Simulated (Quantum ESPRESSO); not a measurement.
Runs of Quantum ESPRESSO 7.5 on MgS (Niningerite). The structure is cubic, space group Fm-3m (No. 225). Conventional cell: a = 5.203 Å, b = 5.203 Å, c = 5.203 Å, α = 90.00°, β = 90.00°, γ = 90.00°. S (site symmetry m-3m) is surrounded by 6 Mg at 2.60 Å. Mg (site symmetry m-3m) is surrounded by 6 S at 2.60 Å. 

| level | potentials or basis | k mesh | cutoff (eV) | k mesh of the self-consistent run | form of the LDA | mesh quality | gap on the mesh (eV) |
| --- | --- | --- | --- | --- | --- | --- | --- |
| PBE | PseudoDojo 0.4.1 SR PBE standard | 20 × 20 × 20 | 1143 | 20 × 20 × 20 | - | not flagged | 2.79 |
| PBEsol | PseudoDojo 0.4.1 SR PBEsol standard | 16 × 16 × 16 | 1143 | 16 × 16 × 16 | - | not flagged | 2.70 |
| PBE | SPMS 1.0 PBE | 5 × 5 × 5 | 762 | - | - | not flagged | (a) |
| PBE | PseudoDojo 0.4.1 SR PBE standard | 4 × 4 × 4 | 1143 | 10 × 10 × 10 | - | coarse | 2.79 |
| LDA | PseudoDojo 0.4.1 SR LDA standard | 6 × 6 × 6 | 1143 | 10 × 10 × 10 | PW92 | not flagged | 2.56 |
| PBEsol | PseudoDojo 0.4.1 SR PBEsol standard | 6 × 6 × 6 | 1143 | 10 × 10 × 10 | - | not flagged | 2.70 |

Alike in all rows: task single point; no spin polarisation; cell as given; smearing fixed.

Q: Fill in the values left out.

A: (a) 3.19.

Caveats: some runs use coarse meshes; a mesh with odd counts misses the zone's faces, so its gaps can be larger than the crystal's (some runs); an odd mesh through Γ misses points on the zone boundary, where band edges often lie (some runs).

Not every run made on this cell is shown here.
